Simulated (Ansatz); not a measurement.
Runs of Ansatz 0.2.0 on Sn. The typed cell holds 1 atom: a = 3.234 Å, b = 3.520 Å, c = 3.421 Å, α = 119.67°, β = 114.67°, γ = 94.75°. This isn't the form of Sn at room conditions, which is tetragonal (white tin).

```csv
task,level,cell,k mesh,gap on the mesh (eV),pressure (GPa),relaxed volume (Å³/atom)
relaxation of cell and atoms,revPBE+D3(BJ),"relaxed from: cell sheared at random, sigma 0.06, atoms nudged by 0.01 Å",10 × 9 × 10,none,0.0,(a)
phonons,PBEsol,"cell sheared at random, sigma 0.06, atoms nudged by 0.01 Å",7 × 7 × 7,none,-,-
relaxation of cell and atoms,revPBE+D4,"relaxed from: cell sheared at random, sigma 0.06, atoms nudged by 0.01 Å",10 × 9 × 10,none,0.0,26.49
relaxation of cell and atoms,BLYP+D3(BJ),"relaxed from: cell sheared at random, sigma 0.06, atoms nudged by 0.01 Å",10 × 9 × 10,none,0.0,27.54
```

Alike in all rows: potentials or basis Ansatz PAW; no spin polarisation; cutoff (eV) 420; smearing fermi-dirac 0.05 eV.

**Question.** Fill in the values left out.

**Answer.** (a) 26.16.

Caveats: the PAW data sets come from PBE, with cores solved anew for the run's functional, which leaves a small shift of forces and pressure; the plane-wave basis is chosen anew once the cell has moved, so the energies of steps on either side of that aren't comparable (some runs); pairwise dispersion overbinds metals, which lowers pressure and volume (some runs).

A k mesh can miss the band edges, and the runs leave out spin-orbit coupling on Sn.

A gap of «none» marks a metal or a gap under the smearing width.

Runs at the PBE level aren't shown here.
